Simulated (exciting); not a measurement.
The system is MgS (Niningerite).

```
S Mg
1.0
     0.00000    2.60165    2.60165
     2.60165    0.00000    2.60165
     2.60165    2.60165    0.00000
S Mg
1 1
Direct
  0.50000 0.50000 0.50000
  0.00000 0.00000 0.00000
```

Base run:

| Property | Result |
| --- | --- |
| Program | exciting (release sodium) |
| Functional | PBEsol |
| Potentials or basis | all-electron LAPW+lo, shipped species files, valence relativity iora* |
| rgkmax | 6 |
| k mesh | 5 × 5 × 5 |
| Occupations | gaussian, width 0.005 eV |
| Spin | no spin polarisation |

Its results: band gap on the k mesh 3.14 eV, indirect (least direct gap 3.59 eV).

The run is repeated on the same cell with these changes: functional from PBEsol to PBE; first band of the group from 2 to 6. What comes out?

Band gap on the k mesh 3.21 eV, indirect (least direct gap 3.72 eV).

Caveats: an odd mesh through Γ misses points on the zone boundary, where band edges often lie.

Not every run made on this cell is shown here.
